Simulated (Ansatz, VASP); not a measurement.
# Pd: VASP beside Ansatz

```
Pd
1.0
     0.00000    1.94490    1.94490
     1.94490    0.00000    1.94490
     1.94490    1.94490    0.00000
Pd
1
Cartesian
  0.0000 0.0000 0.0000
```

Alike in both runs: task single point; functional LDA; k mesh 18 × 18 × 18; occupations fermi-dirac, width 0.05 eV; no spin polarisation.

|  | VASP | Ansatz |
| --- | --- | --- |
| version | VASP 6.6.1 | Ansatz 0.2.0 |
| potentials or method | VASP PAW LDA potentials, release 64 (Pd), cutoff 520 eV | all-electron LAPW, scalar-relativistic |

Ansatz gave:

```
pressure (GPa) : -8.0
```

Problem. Which values does VASP return?

Solution. Pressure (GPa): -7.8.

Ansatz ran all-electron here, so the differences hold the error of VASP's frozen core and of both bases.
